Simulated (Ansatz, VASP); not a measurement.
# TaN in VASP and in Ansatz

INCAR

```
SYSTEM = TaN
PREC = Accurate
ENCUT = 520
EDIFF = 1E-6
ISMEAR = -1
SIGMA = 0.05
LREAL = .FALSE.
LASPH = .TRUE.
NELM = 100
ALGO = Normal
ISIF = 2
LWAVE = .FALSE.
LCHARG = .FALSE.
NBANDS = 15
```

The input KPOINTS:

```
Automatic mesh
0
G
  10 10 9
  0 0 0
```

POSCAR

```
TaN
1.0
    2.9956224723      0.0000000000      0.0000000000
   -1.4978112361      2.5942851611      0.0000000000
    0.0000000000      0.0000000000      2.9395437670
Ta N
1 1
Direct
    0.0000000000      0.0000000000      0.5000000000
    0.6666666667      0.3333333333      0.0000000000
```

Contents of input.yaml:

```yaml
crystal:
  lattice:
    - [2.9956224723, 0.0, 0.0]
    - [-1.4978112361, 2.5942851611, 0.0]
    - [0.0, 0.0, 2.939543767]
  atoms:
    - { symbol: Ta, position: [0.0, 0.0, 0.5] }
    - { symbol: "N", position: [0.6666666667, 0.3333333333, 0.0] }
kpoints:
  mp_grid: { grid: [10, 10, 9] }
scf:
  occupations: { method: fermi_dirac, width: 0.05 }
hamiltonian:
  xc: lda
  pseudopotentials: { kind: all_electron, lapw: { basis_error: 0.001 } }
output:
  forces: true
  stress: true
  eigenvalues: true
```

Change from the starting cell: volume scaled by 1.06.

Alike in both runs: task single point; functional LDA; k mesh 10 × 10 × 9; occupations fermi-dirac, width 0.05 eV; no spin polarisation.

|  | VASP | Ansatz |
| --- | --- | --- |
| version | VASP 6.6.1 | Ansatz 0.2.0 |
| potentials or method | VASP PAW LDA potentials, release 64 (Ta_pv, N) | all-electron LAPW, scalar-relativistic |
| plane-wave cutoff (eV) | 520 | see its input |

```csv
,VASP,Ansatz,Ansatz less VASP
gap on the k mesh at the Fermi level (eV),none,none,-
pressure (GPa),-27.1,-28.3,-1.19
largest component of the traceless stress (GPa),2.31,2.39,+0.077
```

A gap of «none» marks a metal or a gap that the smearing closes. Ansatz ran all-electron here, so the differences hold the error of VASP's frozen core and of both bases.

Caveats: so large a pressure means that the cell lies far from this level's equilibrium, or that cutoff or potentials fall short (VASP). Spin-orbit coupling is left out, which matters for the levels of Ta.
